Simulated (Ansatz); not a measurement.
## CsBr (Pm-3m): the size of the finite step

```xyz
2
Lattice="4.2402 0.0000 0.0000 0.0000 4.2402 0.0000 0.0000 0.0000 4.2402" Properties=species:S:1:pos:R:3 pbc="T T T"
Cs    0.0000    0.0000    0.0000
Br    2.1201    2.1201    2.1201
```

Unless marked otherwise, the numbers come from PBEsol, PAW on Ansatz 0.2.0's default frozen-core files (fitted under PBE), scalar-relativistic. k mesh 6×6×6, strains of ±0.003, fixed occupations, cutoff 420 eV. The cell was relaxed by PAW under this functional.

Q: Elastic constants come from stresses at strains of ±0.003 (two-point stencil): C11 = 31.3, C12 = 8.3, C44 = 8.4 GPa. What does an amplitude of 0.0002 give?

A: C11 = 31.1, C12 = 8.2, C44 = 8.4 GPa. Nothing moves by 1 %. Steps under 0.001 aren't safe in general, since the basis can change from cell to cell and the noise grows as 1/δ.

Known limits: frozen-core PAW files fitted under PBE, their cores solved anew for the functional of the run.
